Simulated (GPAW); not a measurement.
# How the form of the self-energy moves the gap of NaF (Villiaumite)

Aim: compare treatments of exchange, screening and correlation for the gap of NaF (Villiaumite).

Main program and level: GPAW 26.7.0; PBE and many-body steps on it, plane waves.

The database entry behind the starting cell differs from later determinations by our own check (0.1 to 0.3 % short, probably kX units), so it need not match the best structure at ambient conditions.

## (1) The starting structure

Symmetry: Fm-3m, No. 225, cubic system. The conventional cell has a = 4.620 Å, b = 4.620 Å, c = 4.620 Å, α = 90.00°, β = 90.00°, γ = 90.00°. Nearest to Na lie 6 F at 2.31 Å. F has 6 Na at 2.31 Å nearest. Farther neighbours and most contacts between anions are not listed.

As a file:

```xyz
2
Lattice="0.0000 2.3100 2.3100 2.3100 0.0000 2.3100 2.3100 2.3100 0.0000" Properties=species:S:1:pos:R:3 pbc="T T T"
Na    0.0000    0.0000    0.0000
F     2.3100    2.3100    2.3100
```

The cell and positions come from the Crystallography Open Database and are kept as given unless a step says otherwise.

## (2) Empty states on the mesh, 6×6×6 mesh, 376 bands

This step: GPAW 26.7.0; DFT, PBE, plane waves, PAW.

The sums over transitions need many empty states on a uniform mesh; this step solves for them.

Contents of run.py:

```python
import json
import numpy as np
from gpaw.mpi import world
from gpaw import GPAW

calc = GPAW('gs.gpw').fixed_density(kpts={'size': (6, 6, 6), 'gamma': True},
    parallel={'domain': 1, 'band': 1},
    txt='nscf.txt')
calc.diagonalize_full_hamiltonian(nbands=376)
calc.write('full.gpw', mode='all')
res = {}
kpts = calc.get_ibz_k_points()
res['kpts'] = kpts
res['eigenvalues'] = [calc.get_eigenvalues(kpt=k) for k in range(len(kpts))]
res['n_electrons'] = calc.get_number_of_electrons()

if world.rank == 0:
    with open('result.json', 'w') as f:
        json.dump(res, f, default=lambda x: x.tolist())
```

Launch:

```sh
> mpirun -n 4 gpaw python run.py
```

Numbers of over 12 decimals in the logs are rounded to 6 here.

What it wrote:

```text
Diagonalizing LCAO Hamiltonian
Converting LCAO to pw mode
convergence criteria:
- Maximum integral of absolute [eigenst]ate change: 4e-08 eV^2 / valence electron
maximum number of iterations: 100

SCF iterations
|iter     |     time |      energy | eigst |  dens |
|iter:   1|  |             | +1.95 |       |
|iter:   2|  |             | +0.39 |       |
|iter:   3|  |             | -0.96 |       |
|iter:   4|  |             | -3.37 |       |
|iter:   5|  |             | -5.34 |       |
|iter:   6|  |             | -7.04 |       |
|iter:   7|  |             | -8.22c|       |
SCF steps: 7
  __  _  _
 | _ |_)|_||  |
 |__||  | ||/\| - 26.7.0

Input parameters:
  mode=PW(ecut=600.0),
  convergence={'density': 1e-06, 'bands': -3},
  gpts=array([20, 20, 20]),
  kpts=MonkhorstPack(size=(6, 6, 6), gamma=True),
  maxiter=100,
  nbands=14,
  occupations=Occupations(name='fermi-dirac', width=0.001, fixmagmom=False),
  parallel={'domain': 1, 'band': 1},
  xc=XC(name='PBE')
Matrix size: 869x869
# Writing to full.gpw (mode='all')
  [... matrices ...]

timing:  # [seconds]
  Total: 3.143  # ━━━━━━━━━━━━━━━━━━━━━━━━━━━━━━━━━━━━━━━━━━━━━━━━━━━━━━━━━━━
```

It took 8.5 s on 4 MPI ranks of Intel Xeon Platinum 8259CL at 2.50GHz (Skylake/Cascade Lake), shared host; peak memory 0.98 GiB.

This step gave:

```yaml
gap: 6.378 eV
k_of_the_valence_top: 0, 0, 0
k_of_the_conduction_bottom: 0, 0, 0
least_direct_gap: 6.378 eV
k_points_computed: 16
lowest_point_of_the_top_converged_band_above_the_valence_top: 345.1271 eV
```

On this mesh the gap is 6.378 eV.

## (3) G0W0, Godby-Needs plasmon pole

G0W0 replaces the xc potential by the self-energy, built once from these orbitals. Only a window of levels is corrected, while the sums run over the empty bands that the input names.

This step: G0W0 on PBE, plane waves, PAW.

Contents of run.py:

```python
import json
import numpy as np
from gpaw.mpi import world
from gpaw.response.g0w0 import G0W0

gw = G0W0('full.gpw',
    filename='gw',
    kpts=[0],
    bands=(5, 9),
    ecut=210,
    nbands=170,
    integrate_gamma='WS',
    ppa=True)
gw.calculate()
res = {mode: {k: v for k, v in r.items() if k != 'sigma_eskwn'}
       for mode, r in gw.all_results.items()}

if world.rank == 0:
    with open('result.json', 'w') as f:
        json.dump(res, f, default=lambda x: x.tolist())
```

Launch:

```sh
> mpirun -n 4 gpaw python run.py
```

What it wrote:

```text
Using integrator: PointIntegrator
FrequencyGridDescriptor(from 0.000+0.000j to 0.000+27.211j eV, 2 points)
Nonperiodic BCs:  [False False False]
Using integrator: PointIntegrator
FrequencyGridDescriptor(from 0.000+0.000j to 0.000+27.211j eV, 2 points)
Nonperiodic BCs:  [False False False]
  ___  _ _ _
 |   || | | |
 | | || | | |
 |__ ||_____|
 |___|

BZ k-points: Symmetries present (total): 48

  [... matrices ...]
216 k-points: 6 x 6 x 6 Monkhorst-Pack grid + [1/12,1/12,1/12]
16 k-points in the irreducible part of the Brillouin zone
       k-points in crystal coordinates                weights
   0:     0.00000000    0.00000000    0.00000000          1/216
   1:     0.16666667    0.16666667    0.00000000          6/216
   2:     0.16666667    0.16666667    0.16666667          8/216
   3:     0.33333333    0.16666667    0.16666667         12/216
   4:     0.33333333    0.33333333   -0.33333333         12/216
   5:     0.33333333    0.33333333    0.00000000          6/216
   6:     0.33333333    0.33333333    0.16666667         24/216
   7:     0.33333333    0.33333333    0.33333333          8/216
   8:     0.50000000    0.33333333   -0.33333333         24/216
   9:     0.50000000    0.33333333   -0.16666667         12/216
          ...
  15:     0.50000000    0.50000000    0.50000000          4/216

Distributing spins, k-points and bands (1 x 1 x 4) over 4 processes
Number of blocks: 1

Quasi particle states:
k-points (IBZ indices): [0]
Band range: (5, 9)
  [... matrices ...]
Computational parameters:
Plane wave cut-off: 210 eV
Number of bands: 170
Coulomb cutoff: None
Broadening: 0.1 eV

fxc modes: GW
Kernel: RPA
Using Godby-Needs plasmon-pole approximation:
  Fitting energy: i*E0, E0 = 1.000 Hartree
Summing all q:

Calculating screened Coulomb potential
No Coulomb truncation
FrequencyGridDescriptor(from 0.000+0.000j to 0.000+27.211j eV, 2 points)
Removing empty qpoint cache files...

Calculating chi0 body with:
    Ground state adapter containing:
    Number of spins: 1
    Number of kpoints: 216
    Number of irreducible kpoints: 16
    Number of completely occupied states: 7
    Number of partially occupied states: 7
    Occupied states memory: 0.8544921875 M / cpu

    Linear response parametrization:
    q_c: [1.3877787807814457e-17, 1.3877787807814457e-17, 1.3877787807814457e-17]
    Number of frequency points: 2
    Planewave cutoff: 210.0
    Number of bands: 170
    Number of planewaves: 169
    Broadening (eta): 1e-06
    comm.size: 4
    kncomm.size: 4
    blockcomm.size: 1

    Memory estimate of potentially large arrays:
        chi0_wGG: 0.871613 M / cpu
Integrating chi0 body.

Symmetries of q_c:
    Direct symmetries (Uq -> q): 48
    Indirect symmetries (TUq -> q): 0
In total 48 allowed symmetries.

  [... matrices ...]
16 groups of equivalent kpoints. 92.592593% reduction.

Integral kind: response function
Integrating chi0 head and wings.

Symmetries of q_c:
    Direct symmetries (Uq -> q): 48
    Indirect symmetries (TUq -> q): 0
In total 48 allowed symmetries.

  [... matrices ...]
16 groups of equivalent kpoints. 92.592593% reduction.

Integral kind: response function wings

Calculating chi0 body with:
    Ground state adapter containing:
    Number of spins: 1
    Number of kpoints: 216
    Number of irreducible kpoints: 16
    Number of completely occupied states: 7
    Number of partially occupied states: 7
[... the further q-points ...]

Results:
f:      Occupation numbers
eps:     KS-eigenvalues [eV]
vxc:     KS vxc [eV]
exx:     Exact exchange [eV]
sigma:   Self-energies [eV]
dsigma:  Self-energy derivatives
Z:       Renormalization factors
qp:      QP-energies [eV]

k-point 0 (0): (0.000, 0.000, 0.000)                GW
band       f     eps     vxc     exx   sigma  dsigma       Z      qp
                                                                   GW
   5   1.000  -1.693 -23.643 -31.320   4.313  -0.228   0.814  -4.434
   6   1.000  -1.693 -23.643 -31.320   4.313  -0.228   0.814  -4.434
   7   0.000   4.685 -10.175  -5.932  -2.611  -0.107   0.904   6.160
   8   0.000  17.389  -7.141  -2.148  -3.138  -0.117   0.896  19.051
```

Wall time 2 min (4 MPI ranks); peak memory 1.3 GiB; 8 min of CPU time.

This step gave:

* G0W0 gap on the points computed: 10.59 eV
* least direct G0W0 gap on the computed points: 10.59 eV
* Z at the valence top: 0.8144
* Z at the conduction bottom: 0.9036
* starting gap on the mesh: 6.378 eV
* k of the valence top: 0, 0, 0
* k of the conduction bottom: 0, 0, 0

The gap on the mesh goes from 6.38 eV to 10.59 eV, a correction of +4.22 eV.

## (4) One-shot HSE06

This step: one-shot HSE06 levels on PBE orbitals, plane waves, PAW.

Contents of run.py:

```python
import json
import numpy as np
from gpaw.mpi import world
from gpaw.hybrids.eigenvalues import non_self_consistent_eigenvalues

dft, vxc, vxc_hyb = non_self_consistent_eigenvalues('full.gpw', 'HSE06', 5, 9, kpt_indices=[0])
res = {'dft': dft[0], 'hybrid': (dft - vxc + vxc_hyb)[0]}
if world.rank == 0:
    with open('hybrid.txt', 'w') as f:
        for k, e0, e1 in zip([0], res['dft'], res['hybrid']):
            print(k, ' '.join(f'{x:9.4f}' for x in e0), '|', ' '.join(f'{x:9.4f}' for x in e1), file=f)

if world.rank == 0:
    with open('result.json', 'w') as f:
        json.dump(res, f, default=lambda x: x.tolist())
```

Launch:

```sh
> mpirun -n 4 gpaw python run.py
```

What it wrote:

```text
IBZ(<points: 16, symmetries: 48>)
Occupied bands: 7
Transforming wave functions from IBZ to BZ: 0.085 seconds
Distributing wave functions and iFFT-ing to real space: 0.470 seconds
Calculating eigenvalues:
  k-points: 1
  Bands: 5-8 (inclusive)
  Seconds: 0.459 (wave-function broadcasting: 0.004 seconds)
HSE06-eigenvalue shifts:
  min: -1.855 eV
  ave: -0.711 eV
  max: 0.526 eV
```

The job ended after 5.4 s (4 MPI ranks; peak memory 0.69 GiB).

Numbers from this step:

- starting gap on the mesh: 6.378 eV
- hybrid gap on the mesh: 8.576 eV
- least direct hybrid gap on the computed points: 8.576 eV

## (5) G0W0, extrapolated in the cutoff

This step: G0W0 on PBE, plane waves, PAW.

Contents of run.py:

```python
import json
import numpy as np
from gpaw.mpi import world
from gpaw.response.g0w0 import G0W0

gw = G0W0('full.gpw',
    filename='gw',
    kpts=[0],
    bands=(5, 9),
    ecut=350.0,
    integrate_gamma='WS',
    ppa=True,
    ecut_extrapolation=True)
gw.calculate()
res = {mode: {k: v for k, v in r.items() if k != 'sigma_eskwn'}
       for mode, r in gw.all_results.items()}

if world.rank == 0:
    with open('result.json', 'w') as f:
        json.dump(res, f, default=lambda x: x.tolist())
```

Launch:

```sh
> mpirun -n 4 gpaw python run.py
```

What it wrote:

```text
Using integrator: PointIntegrator
FrequencyGridDescriptor(from 0.000+0.000j to 0.000+27.211j eV, 2 points)
Nonperiodic BCs:  [False False False]
Using integrator: PointIntegrator
FrequencyGridDescriptor(from 0.000+0.000j to 0.000+27.211j eV, 2 points)
Nonperiodic BCs:  [False False False]
  ___  _ _ _
 |   || | | |
 | | || | | |
 |__ ||_____|
 |___|

BZ k-points: Symmetries present (total): 48

  [... matrices ...]
216 k-points: 6 x 6 x 6 Monkhorst-Pack grid + [1/12,1/12,1/12]
16 k-points in the irreducible part of the Brillouin zone
       k-points in crystal coordinates                weights
   0:     0.00000000    0.00000000    0.00000000          1/216
   1:     0.16666667    0.16666667    0.00000000          6/216
   2:     0.16666667    0.16666667    0.16666667          8/216
[...]
9:     0.50000000    0.33333333   -0.16666667         12/216
          ...
  15:     0.50000000    0.50000000    0.50000000          4/216

Distributing spins, k-points and bands (1 x 1 x 4) over 4 processes
Number of blocks: 1

Quasi particle states:
k-points (IBZ indices): [0]
Band range: (5, 9)
  [... matrices ...]
Computational parameters:
Extrapolating to infinite plane wave cut-off using points at:
  301.621 eV
  323.569 eV
  350.000 eV
Number of bands: 366
Coulomb cutoff: None
Broadening: 0.1 eV

fxc modes: GW
Kernel: RPA
Using Godby-Needs plasmon-pole approximation:
  Fitting energy: i*E0, E0 = 1.000 Hartree
Summing all q:

Calculating screened Coulomb potential
No Coulomb truncation
FrequencyGridDescriptor(from 0.000+0.000j to 0.000+27.211j eV, 2 points)
Removing empty qpoint cache files...

Calculating chi0 body with:
    Ground state adapter containing:
    Number of spins: 1
    Number of kpoints: 216
    Number of irreducible kpoints: 16
[...]
Linear response parametrization:
    q_c: [1.3877787807814457e-17, 1.3877787807814457e-17, 1.3877787807814457e-17]
    Number of frequency points: 2
    Planewave cutoff: 350.0
    Number of bands: 366
    Number of planewaves: 339
    Broadening (eta): 1e-06
    comm.size: 4
    kncomm.size: 4
    blockcomm.size: 1

    Memory estimate of potentially large arrays:
        chi0_wGG: 3.507111 M / cpu
Integrating chi0 body.

Symmetries of q_c:
    Direct symmetries (Uq -> q): 48
    Indirect symmetries (TUq -> q): 0
In total 48 allowed symmetries.

  [... matrices ...]
16 groups of equivalent kpoints. 92.592593% reduction.

Integral kind: response function
Integrating chi0 head and wings.

Symmetries of q_c:
    Direct symmetries (Uq -> q): 48
    Indirect symmetries (TUq -> q): 0
In total 48 allowed symmetries.

  [... matrices ...]
16 groups of equivalent kpoints. 92.592593% reduction.

Integral kind: response function wings

Calculating chi0 body with:
    Ground state adapter containing:
    Number of spins: 1
    Number of kpoints: 216
    Number of irreducible kpoints: 16
    Number of completely occupied states: 7
    Number of partially occupied states: 7
[... the further q-points ...]
Extrapolating selfenergy to infinite energy cutoff:
  Performing linear fit to 3 points
  Warning: Bad quality of linear fit for some (n,k).
           Higher cutoff might be necessary.
  Minimum R^2 = 0.7203. (R^2 Should be close to 1)
  [... matrices ...]
Results:
f:      Occupation numbers
eps:     KS-eigenvalues [eV]
vxc:     KS vxc [eV]
exx:     Exact exchange [eV]
sigma:   Self-energies [eV]
dsigma:  Self-energy derivatives
Z:       Renormalization factors
qp:      QP-energies [eV]

k-point 0 (0): (0.000, 0.000, 0.000)                GW
band       f     eps     vxc     exx   sigma  dsigma       Z      qp
                                                                   GW
   5   1.000  -1.693 -23.643 -31.320   4.002  -0.236   0.809  -4.668
   6   1.000  -1.693 -23.643 -31.320   4.002  -0.236   0.809  -4.668
   7   0.000   4.685 -10.175  -5.932  -2.639  -0.108   0.903   6.133
   8   0.000  17.389  -7.141  -2.148  -3.152  -0.113   0.898  19.043
```

The job ended after 20 min (4 MPI ranks; peak memory 1.4 GiB; 82 min of CPU time).

This step gave:

```yaml
quasiparticle_gap_on_the_points_computed: 10.80 eV
least_direct_quasiparticle_gap_on_the_computed_points: 10.80 eV
z_at_the_valence_top: 0.8092
z_at_the_conduction_bottom: 0.9027
starting_gap_on_the_mesh: 6.378 eV
k_of_the_valence_top: 0, 0, 0
k_of_the_conduction_bottom: 0, 0, 0
gaps_at_the_cutoffs_of_the_extrapolation: 10.68, 10.69, 10.70 eV
```

Against G0W0 in GPAW (6×6×6 mesh, 170 bands, screening to 210 eV, Godby-Needs plasmon pole), the gap moves by +0.207 eV.

## (6) One-shot Hartree-Fock

This step: one-shot Hartree-Fock levels on PBE orbitals, plane waves, PAW.

Contents of run.py:

```python
import json
import numpy as np
from gpaw.mpi import world
from gpaw.hybrids.eigenvalues import non_self_consistent_eigenvalues

dft, vxc, vxc_hyb = non_self_consistent_eigenvalues('full.gpw', 'EXX', 5, 9, kpt_indices=[0])
res = {'dft': dft[0], 'hybrid': (dft - vxc + vxc_hyb)[0]}
if world.rank == 0:
    with open('hybrid.txt', 'w') as f:
        for k, e0, e1 in zip([0], res['dft'], res['hybrid']):
            print(k, ' '.join(f'{x:9.4f}' for x in e0), '|', ' '.join(f'{x:9.4f}' for x in e1), file=f)

if world.rank == 0:
    with open('result.json', 'w') as f:
        json.dump(res, f, default=lambda x: x.tolist())
```

Launch:

```sh
> mpirun -n 4 gpaw python run.py
```

What it wrote:

```text
IBZ(<points: 16, symmetries: 48>)
Occupied bands: 7
Transforming wave functions from IBZ to BZ: 0.088 seconds
Distributing wave functions and iFFT-ing to real space: 0.517 seconds
Calculating eigenvalues:
  k-points: 1
  Bands: 5-8 (inclusive)
  Seconds: 0.749 (wave-function broadcasting: 0.005 seconds)
HSE06-eigenvalue shifts:
  min: -7.678 eV
  ave: -1.530 eV
  max: 4.994 eV
```

Wall time 5.8 s (4 MPI ranks); peak memory 0.66 GiB.

This step gave:

* starting gap on the mesh: 6.378 eV
* hybrid gap on the mesh: 18.30 eV
* least direct hybrid gap on the computed points: 18.30 eV

## (7) G0W0, full frequency, Hilbert transform

This step: G0W0 on PBE, plane waves, PAW.

Contents of run.py:

```python
import json
import numpy as np
from gpaw.mpi import world
from gpaw.response.g0w0 import G0W0

gw = G0W0('full.gpw',
    filename='gw',
    kpts=[0],
    bands=(5, 9),
    ecut=210,
    nbands=170,
    integrate_gamma='WS',
    frequencies={'type': 'nonlinear', 'domega0': 0.1, 'omega2': 15.0},
    eta=0.1,
    nblocksmax=True)
gw.calculate()
res = {mode: {k: v for k, v in r.items() if k != 'sigma_eskwn'}
       for mode, r in gw.all_results.items()}

if world.rank == 0:
    with open('result.json', 'w') as f:
        json.dump(res, f, default=lambda x: x.tolist())
```

Launch:

```sh
> mpirun -n 4 gpaw python run.py
```

What it wrote:

```text
Using integrator: PointIntegrator
NonLinearFrequencyDescriptor(from 0.000 to 230.699 eV, 314 points)
Nonperiodic BCs:  [False False False]
Using integrator: PointIntegrator
NonLinearFrequencyDescriptor(from 0.000 to 230.699 eV, 314 points)
Nonperiodic BCs:  [False False False]
  ___  _ _ _
 |   || | | |
 | | || | | |
 |__ ||_____|
 |___|

BZ k-points: Symmetries present (total): 48

  [... matrices ...]
216 k-points: 6 x 6 x 6 Monkhorst-Pack grid + [1/12,1/12,1/12]
16 k-points in the irreducible part of the Brillouin zone
[...]
Results:
f:      Occupation numbers
eps:     KS-eigenvalues [eV]
vxc:     KS vxc [eV]
exx:     Exact exchange [eV]
sigma:   Self-energies [eV]
dsigma:  Self-energy derivatives
Z:       Renormalization factors
qp:      QP-energies [eV]

k-point 0 (0): (0.000, 0.000, 0.000)                GW
band       f     eps     vxc     exx   sigma  dsigma       Z      qp
                                                                   GW
   5   1.000  -1.693 -23.643 -31.320   4.157  -0.210   0.827  -4.604
   6   1.000  -1.693 -23.643 -31.320   4.157  -0.210   0.827  -4.604
   7   0.000   4.685 -10.175  -5.932  -2.619  -0.118   0.894   6.137
   8   0.000  17.389  -7.141  -2.148  -3.206  -0.139   0.878  18.958
```

Elapsed: 3.5 min, on 4 MPI ranks; peak memory 1.7 GiB; 14 min of CPU time.

This step gave:

| Property | Result |
| --- | --- |
| G0W0 gap on the points computed | 10.74 eV |
| least direct G0W0 gap on the computed points | 10.74 eV |
| starting gap on the mesh | 6.378 eV |
| k of the valence top | 0, 0, 0 |
| k of the conduction bottom | 0, 0, 0 |

Against G0W0 in GPAW (6×6×6 mesh, 170 bands, screening to 210 eV, Godby-Needs plasmon pole), the gap moves by +0.148 eV.

## (8) Side by side

Times are wall times on 4 MPI ranks of Intel Xeon Platinum 8259CL at 2.50GHz (Skylake/Cascade Lake), shared host, good to a factor of about two.

| run | mesh | bands | screening cutoff (eV) | DFT gap (eV) | gap on the mesh (eV) | direct (eV) | time |
| --- | --- | --- | --- | --- | --- | --- | --- |
| G0W0, Godby-Needs plasmon pole | 6×6×6 | 170 | 210 | 6.378 | 10.594 | 10.594 | 2 min |
| one-shot HSE06 | 6×6×6 | - | - | 6.378 | 8.576 | 8.576 | 5.4 s |
| G0W0, extrapolated in the cutoff | 6×6×6 | - | 350 | 6.378 | 10.801 | 10.801 | 20 min |
| one-shot Hartree-Fock | 6×6×6 | - | - | 6.378 | 18.299 | 18.299 | 5.8 s |
| G0W0, full frequency, Hilbert transform | 6×6×6 | 170 | 210 | 6.378 | 10.741 | 10.741 | 3.5 min |

## (9) Results

```json
{
 "G0W0, Godby-Needs plasmon pole": "10.594 eV",
 "one-shot HSE06": "8.576 eV",
 "G0W0, extrapolated in the cutoff": "10.801 eV",
 "one-shot Hartree-Fock": "18.299 eV",
 "G0W0, full frequency, Hilbert transform": "10.741 eV",
 "known limits": "not at the basis limit"
}
```

In words: One-shot HSE06: −2.018 eV against G0W0, Godby-Needs plasmon pole. G0W0, extrapolated in the cutoff: +0.207 eV against G0W0, Godby-Needs plasmon pole, at other bands or cutoff, so not like for like. One-shot Hartree-Fock: +7.706 eV against G0W0, Godby-Needs plasmon pole. G0W0, full frequency, Hilbert transform: +0.148 eV against G0W0, Godby-Needs plasmon pole. Bare exchange alone opens the gap to 18.30 eV; against G0W0, correlation takes back 7.71 eV. One-shot hybrid levels are evaluated on the PBE orbitals. Bands and cutoff are finite, so the gap is not at the basis limit. The miss can reach some tenths of an eV and take either sign; the mesh is an error of its own. These stock PAW sets were not made for GW. In the G0W0 runs levels were corrected at 1 k point alone, so a gap called «on the mesh» is the least over those, and an edge elsewhere would be missed. The program warns of a poor linear fit in the extrapolation of some level, so the extrapolated values are rough.

[Paths, hosts, dates, memory and timing lines, banners, echoed tables and standing remarks are left out of the program output.]

[Logs are printed without paths, hosts, clocks, repeated set-up lines and the standing remarks that a program may print on its own settings, such as how far it seeks lower states.]

[Runs of the session that timed out or met a known fault of the program may be left out.]

[Hosts, paths, dates, database ids (printed as entryN), source tags and the programs' standing remarks are cut or masked in the printed files.]
